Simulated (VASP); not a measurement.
Crystal: SnSe.

```xyz
2
Lattice="0.0000 3.3640 3.3640 3.3640 0.0000 3.3640 3.3640 3.3640 0.0000" Properties=species:S:1:pos:R:3 pbc="T T T"
Sn    0.0000    0.0000    0.0000
Se    1.6820    1.6820    1.6820
```

The cell was built by a generator and needn't be a form met in nature.

Base run:

| Quantity | Value |
| --- | --- |
| Program | VASP 6.6.1 |
| Functional | HSE06 |
| Potentials or basis | VASP PAW PBE potentials, release 64 (Sn_d, Se) |
| Cutoff | 520 eV |
| k mesh | 4 × 4 × 4 |
| Occupations | fermi-dirac, width 0.02 eV |
| Spin | no spin polarisation |

Its results: band gap on the k mesh 0.31 eV, indirect (least direct gap 1.05 eV); pressure 0.1 GPa.

Question: The run is repeated on the same cell with these changes: functional from HSE06 to PBE. What comes out?

Answer: Band gap on the k mesh none (metal or under the smearing width); pressure 0.2 GPa.

HSE06 gives the wider gap, since exact exchange removes part of the self-interaction.

Caveats: some runs use coarse meshes; the PAW data sets were made with another functional, which shifts forces and pressure a little (some runs); spin-orbit coupling is left out, which moves the levels of the heavy elements (some runs).

A k mesh can miss the band edges.
